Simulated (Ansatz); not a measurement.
# TiTe2 (P-3m1) in Ansatz: a series of runs, part 2 of 2

Ansatz 0.2.0.

## Step 5: Relaxation of cell and atoms, revPBE+D4

File input.yaml:

```yaml
crystal:
  lattice:
    - [3.777, 0.0, 0.0]
    - [-1.8885, 3.2709779501, 0.0]
    - [0.0, 0.0, 6.498]
  atoms:
    - { symbol: Te, position: [0.3333333333, 0.6666666667, 0.7372] }
    - { symbol: Te, position: [0.6666666667, 0.3333333333, 0.2628] }
    - { symbol: Ti, position: [0.0, 0.0, 0.0] }
hamiltonian:
  xc: revpbe
  pseudopotentials: { kind: paw }
  dispersion: d4
kpoints:
  mp_grid: { grid: [8, 8, 4] }
scf:
  occupations: { method: fermi_dirac, width: 0.05 }
output:
  forces: true
  stress: true
relax:
  f_tol: 0.01
  max_steps: 40
  cell: { stress_tol: 0.05 }
```

Potentials or basis: Ansatz PAW.

Run with:

```sh
$ ansatz run input.yaml --threads 2 --pin off --max-ram 5632MiB --backend cpu --events-out ev --progress --plain --runs-dir out
```

What it wrote:

```text
Warning: RAYON_NUM_THREADS=2 ignored (pool sized by the plan → 2); use --threads N
Engine: ansatz 0.2.0, x86_64-unknown-linux-gnu
Pseudopotentials: kind: paw
Pseudopotential: Te, paw, valence charge 16, recommended cutoff 420 eV (normal), Te.paw.azcp
Pseudopotential: Ti, paw, valence charge 12, recommended cutoff 420 eV (normal), Ti.paw.azcp
Functional definition: revPBE
  parameter kappa = 1.245
  parameter beta = 0.06672455060314922
  exchange = pbe_x(kappa = kappa, mu = beta*pi^2/3)
  correlation = pbe_c(beta = beta)
Crystal: 3 atoms, lattice volume = 80.279 Å³
Basis set: ecut = 420 eV, 1581 PW (Γ), exchange–correlation on 54×54×90 points (8 copies of the dense FFT grid, shifted against one another)
Bands: 27, of which v1, the nominal top of the filled ones, is band 22 counted from 1 (21 counted from 0)
Symmetry: 12 space group operations
Space group: P-3m1 (ITA 164), of the structure as read, at distance tolerance 4.3e-5 Å
k-points: 35 of 256
Non-local potential: Te, projectors of the file, l = 0: 2, l = 1: 2, l = 2: 2, l = 3: 2
Non-local potential: Ti, projectors of the file, l = 0: 3, l = 1: 2, l = 2: 3, l = 3: 1
PAW form: soft (Blöchl's): semilocal exchange-correlation on the pseudo side does not see the compensation charge
PAW frozen core: Te, regenerated for the run's functional, and the local potential with it (the file was generated under x = pbe(κ = 0.804, μ = 0.2195149727645171), c = pbe(β = 0.06672455060314922))
PAW frozen core: Ti, regenerated for the run's functional, and the local potential with it (the file was generated under x = pbe(κ = 0.804, μ = 0.2195149727645171), c = pbe(β = 0.06672455060314922))
PAW one-centre angular grid: Te, 590 points (default); XC on 64 Gauss nodes
PAW one-centre angular grid: Ti, 590 points (default); XC on 64 Gauss nodes
Initial density: superposition of atomic densities (neutral atoms: chi_scale 0, normalization atom), corrected by the library's trained network
Initial wavefunctions: pseudopotential atomic-orbital guess
Functional: x = revpbe(κ = 1.245, μ = 0.2195149727645171), c = pbe(β = 0.06672455060314922)
SCF iter   1: F=—  HF=-16479.398143 eV  |F-HF|=—  |Δ(HF+E_count)|=         —  Δρ=3.79e-3  dr2=2.27e-2  ethr=1.77e-3  ⟨swp⟩=6.1  Hψ=4238  notcnv=0
preconditioner: auto → LDOS  [metal: Δε(μ)=0.064 eV  Ē_g=6.316 eV  σ=0.050 eV  W_gap=0.31  n_scr=22 (ndim 8)  ℏωp=16.6 eV  f_vac=0.014  D(μ)=1.33/eV (n_scr^D=2)  β→1.0]
SCF iter   2: F=—  HF=-16479.399520 eV  |F-HF|=—  |Δ(HF+E_count)|=   1.38e-3  Δρ=4.21e-3  dr2=3.02e-2  ethr=5.16e-5  ⟨swp⟩=2.1  Hψ=2100  notcnv=0
SCF iter   3: F=—  HF=-16479.396155 eV  |F-HF|=—  |Δ(HF+E_count)|=   3.36e-3  Δρ=6.68e-4  dr2=8.24e-4  ethr=5.16e-5  ⟨swp⟩=2.5  Hψ=1263  notcnv=0
SCF iter   4: F=—  HF=-16479.396110 eV  |F-HF|=—  |Δ(HF+E_count)|=   4.46e-5  Δρ=1.72e-4  dr2=3.75e-5  ethr=1.87e-6  ⟨swp⟩=2.2  Hψ=1140  notcnv=0
SCF iter   5: F=—  HF=-16479.396077 eV  |F-HF|=—  |Δ(HF+E_count)|=   3.34e-5  Δρ=5.09e-5  dr2=4.60e-6  ethr=8.52e-8  ⟨swp⟩=2.0  Hψ=1677  notcnv=0
SCF iter   6: F=—  HF=-16479.396076 eV  |F-HF|=—  |Δ(HF+E_count)|=   3.95e-7  Δρ=1.51e-5  dr2=1.06e-7  ethr=1.04e-8  ⟨swp⟩=2.1  Hψ=1588  notcnv=0
SCF iter   7: F=-16479.396077 eV  HF=-16479.396077 eV  |F-HF|=8.66e-10  |Δ(HF+E_count)|=   8.74e-8  Δρ=3.43e-6  dr2=9.49e-9  ethr=2.27e-10  ⟨swp⟩=5.0  Hψ=2990  notcnv=0
SCF 1 converged in 7 iterations: F = -16479.396077 eV  dr2 = 9.49e-9
relax step   1: F+E_penalty+E_count = -16479.39607650 eV  Δ(F+E_penalty+E_count) = +0.000e0 eV  max|allowed force component| = 4.579e-2 eV/Å  Δτ_max = 0.0000 Å  P = -1.512 GPa  Ω = 80.279 Å³  (7 SCF iters, dr2 threshold 1.00e-7 eV, accepted)
Crystal: 3 atoms, lattice volume = 71.997 Å³
Basis set: ecut = 420 eV, 1377 PW (Γ), exchange–correlation on 54×54×90 points (8 copies of the dense FFT grid, shifted against one another)
Initial density: handed on by an earlier stage of this run
Initial wavefunctions: those handed on with the density
iter 1 solved again at ethr=2.59e-3 eV; its pass at ethr=3.10e-3 eV (dr2=1.14e0 eV) is discarded
SCF iter   1: F=—  HF=-16479.457788 eV  |F-HF|=—  |Δ(HF+E_count)|=         —  Δρ=2.18e-2  dr2=1.14e0  ethr=2.59e-3  ⟨swp⟩=1.0  Hψ=4851  notcnv=0
[... 50 lines left out ...]
SCF iter   6: F=-16479.417694 eV  HF=-16479.417694 eV  |F-HF|=4.07e-10  |Δ(HF+E_count)|=   3.70e-9  Δρ=7.91e-7  dr2=1.72e-9  ethr=2.74e-11  ⟨swp⟩=2.6  Hψ=3058  notcnv=0
SCF 5 converged in 6 iterations: F = -16479.417694 eV  dr2 = 1.72e-9
relax step   5: F+E_penalty+E_count = -16479.41769446 eV  Δ(F+E_penalty+E_count) = -1.113e-4 eV  max|allowed force component| = 1.219e-3 eV/Å  Δτ_max = 0.0039 Å  P = +0.003 GPa  Ω = 76.484 Å³  energy of the carried Pulay correction = +5.690e-4 eV  (6 SCF iters, dr2 threshold 4.35e-8 eV, accepted)
Basis set: ecut = 420 eV, 1485 PW (Γ), exchange–correlation on 50×50×90 points (8 copies of the dense FFT grid, shifted against one another)
Initial wavefunctions: pseudopotential atomic-orbital guess (no wavefunctions were taken with the density)
iter 1 solved again at ethr=2.10e-7 eV; its pass at ethr=3.10e-3 eV (dr2=9.24e-5 eV) is discarded
SCF iter   1: F=—  HF=-16479.417111 eV  |F-HF|=—  |Δ(HF+E_count)|=         —  Δρ=4.86e-5  dr2=2.46e-7  ethr=2.10e-7  ⟨swp⟩=3.1  Hψ=6421  notcnv=0
preconditioner: auto → Kerker (q_TF=auto, 2.488 Å⁻¹)  [metal: Δε(μ)=0.009 eV  Ē_g=6.450 eV  σ=0.050 eV  W_gap=0.04  n_scr=22 (ndim 8)  ℏωp=17.0 eV  f_vac=0.008  D(μ)=1.40/eV (n_scr^D=2)]
SCF iter   2: F=—  HF=-16479.417073 eV  |F-HF|=—  |Δ(HF+E_count)|=   3.82e-5  Δρ=2.54e-5  dr2=7.28e-8  ethr=5.59e-10  ⟨swp⟩=2.2  Hψ=1686  notcnv=0
SCF iter   3: F=—  HF=-16479.417073 eV  |F-HF|=—  |Δ(HF+E_count)|=   1.99e-7  Δρ=5.34e-6  dr2=7.21e-9  ethr=1.65e-10  ⟨swp⟩=2.0  Hψ=1713  notcnv=0
SCF iter   4: F=—  HF=-16479.417073 eV  |F-HF|=—  |Δ(HF+E_count)|=   6.97e-9  Δρ=4.34e-7  dr2=1.72e-10  ethr=1.64e-11  ⟨swp⟩=2.0  Hψ=1229  notcnv=0
iter 5 did not close the SCF: its close was put off for the readings that it lacked (scf_convergence_deferred on its scf_iter line)
SCF iter   5: F=-16479.417073 eV  HF=-16479.417073 eV  |F-HF|=3.64e-12  |Δ(HF+E_count)|=  2.55e-11  Δρ=1.48e-7  dr2=2.85e-11  ethr=1.00e-12  ⟨swp⟩=1.5  Hψ=967  notcnv=0
SCF iter   6: F=-16479.417073 eV  HF=-16479.417073 eV  |F-HF|=1.09e-11  |Δ(HF+E_count)|=  1.09e-11  Δρ=4.64e-8  dr2=3.25e-12  ethr=1.00e-12  ⟨swp⟩=5.1  Hψ=4021  notcnv=0
SCF 6 converged in 6 iterations: F = -16479.417073 eV  dr2 = 3.25e-12
relax step   6: F+E_penalty+E_count = -16479.41707345 eV  Δ(F+E_penalty+E_count) = +6.210e-4 eV  max|allowed force component| = 1.120e-3 eV/Å  Δτ_max = 0.0000 Å  P = +0.007 GPa  Ω = 76.484 Å³  stress off target by 1.27e-2 GPa  SCF on the basis re-selected at this cell (its energy is not comparable with the rows above)  (6 SCF iters)
basis re-selected at this cell: Δ(F+E_penalty+E_count) = +6.210e-4 eV, ΔP = +0.004 GPa vs the last step (what re-selecting the basis moved, of the pressure what is left beyond the Pulay correction that the steps carried, after the strain that the cell walked since its last selection, with what the two solves' SCF thresholds leave and, on support functions, any second-order correction that the steps lacked; it is no measure of the basis error at this ecutwfc). The dense FFT grid was sized anew with the basis: this SCF ran on 25×25×45 points, the steps before it on 27×27×45, so part of this shift can come from that change (see relax.cell in the input reference). This SCF's stress stands 1.27e-2 GPa from its target on what of the cell is left free (relax.cell.stress_tol is 5.00e-2 GPa) and its largest allowed force component is 1.12e-3 eV/Å (relax.f_tol is 1.00e-2 eV/Å): within both
SCF converged after 6 iterations
Free energy (F): -16479.417073 eV
Harris-Foulkes:  -16479.417073 eV  (|F-HF|=1.09e-11)
Internal energy: -16479.405741 eV  (E = F + TS)
E sigma→0 (E₀):  -16479.411407 eV
Entropy (-TS):   -0.011333 eV (-3.778 meV/atom)
Fermi energy:    11.123550 eV
--- Per-component energies (eV) ---
  E_band       = -634.320327
  E_kinetic    = 634.349382
  E_local      = -3242.255527  (includes V_loc(G=0)·N_el)
  E_nonlocal   = -614.020154
  E_hartree    = 1924.601555
  E_xc         = -347.500629
  E_vxc        = -331.608702  (∫ρ·V_xc dr)
  E_paw        = -10388.214406  (= ΣΔE_a)
  E_vpaw       = -929.988188  (= ΣTr[D̂ρ^β])
  E_aug_tail   = -0.000215  (compensation charges beyond the density's cutoff)
  E_ewald      = -4444.165219
  E_disp       = -2.107091  (pairwise vdW)
  E_core_change = -0.093437  (= ΣΔE_core)
  E_smearing   = -0.011333  (= −TS)
  E_closure    = 0.000000  (closes the sum)
  Σ components = -16479.417073   (vs F -16479.417073, Δ=0.00e0)
--- Forces (eV/Å), atoms counted from 1 ---
  atom   1  Te    -0.00000000     0.00000000     0.00111966
  atom   2  Te     0.00000000    -0.00000000    -0.00111966
  atom   3  Ti    -0.00000000     0.00000000     0.00000000
  max |Σ_I F_I| component: 2.17e-19 eV/Å
--- Stress (GPa, compression-positive) ---
        0.012673      -0.000000       0.000000
       -0.000000       0.012673       0.000000
        0.000000       0.000000      -0.004550
  P = ⅓ Tr σ = 0.0069 GPa (0.069 kbar)
--- Relaxed structure (5 steps of the walk, 4 accepted, 1 SCFs on fresh bases) ---
  F+E_penalty+E_count = -16479.41707345 eV   max|allowed force component| = 1.120e-3 eV/Å   (the final SCF, on the basis selected at the relaxed cell)
  cell:  # Å, volume = 76.4837 Å³
    - [3.7216599982621834, -1.798655919270812e-33, -1.6167529309082768e-17]
    - [-1.8608299991310917, 3.223052102743401, 8.083764654541387e-18]
    - [-2.7814828024972365e-17, 2.320823304886955e-33, 6.376239112671469]
  atoms:
    - { symbol: Te, position: [0.3333333333333333, 0.6666666666666666, 0.729788866469265] }
    - { symbol: Te, position: [0.6666666666666666, 0.3333333333333333, 0.270211133530735] }
    - { symbol: Ti, position: [5.374208323905385e-36, 2.2079749242082639e-35, -4.636507688359277e-69] }
```

Wall time 4.8 s (2 threads of AMD EPYC 9R45 (Zen 5), shared host); peak memory 0.48 GiB.

What came out:

```yaml
Free_energy: -16479.4171 eV
Relaxed_volume: 25.49 Å³/atom
Relaxed_cell: a = 3.722 Å, b = 3.722 Å, c = 6.376 Å, α = 90.00°, β = 90.00°, γ = 120.00°
Space_group_after_relaxing_to_0.05_Å: P-3m1 (No. 164)
Energy_gained_by_relaxing: 7.0 meV/atom
Ionic_steps: 5
Pressure_after_relaxing: 0.0 GPa
```

The path:
```csv
step,energy change (eV),largest force (eV/Å),volume (Å³)
1,0.0000,0.0458,80.28
2,-0.0171,0.1962,76.67
3,-0.0215,0.0264,76.54
4,-0.0216,0.0012,76.48
5,-0.0210,0.0011,76.48
```

Final structure:
```
CELL_PARAMETERS angstrom
3.72166 0.00000 0.00000
-1.86083 3.22305 0.00000
0.00000 0.00000 6.37624
ATOMIC_POSITIONS crystal
Te 0.33333 0.66667 0.72979
Te 0.66667 0.33333 0.27021
Ti 0.00000 0.00000 0.00000
```

Caveat: the plane-wave basis is chosen anew once the cell has moved, so the energies of steps on either side of that aren't comparable; the PAW data sets come from PBE, with cores solved anew for the run's functional, which leaves a small shift of forces and pressure.

## Step 6: The runs side by side

| level | pressure (GPa) | relaxed volume (Å³/atom) |
| --- | --- | --- |
| RPBE+D3(BJ) | 0.0 | 18.17 |
| RPBE+D4 | 0.0 | 25.15 |
| revPBE+D3(BJ) | 0.0 | 24.22 |
| revPBE+D4 | 0.0 | 25.49 |

Alike in all rows: task relaxation of cell and atoms; potentials or basis Ansatz PAW; no spin polarisation; cell relaxed; k mesh 8 × 8 × 4; cutoff (eV) 420; smearing fermi-dirac 0.05 eV.

Caveats: the plane-wave basis is chosen anew once the cell has moved, so the energies of steps on either side of that aren't comparable; the PAW data sets come from PBE, with cores solved anew for the run's functional, which leaves a small shift of forces and pressure; the volume moved by over 15 % at a fixed basis, so the end points are rough (some runs); the volume moved by -32 % from the deposited cell, more than functionals usually miss (some runs).

Total energies depend on the potentials used, so only differences within one code and one set of settings carry meaning.
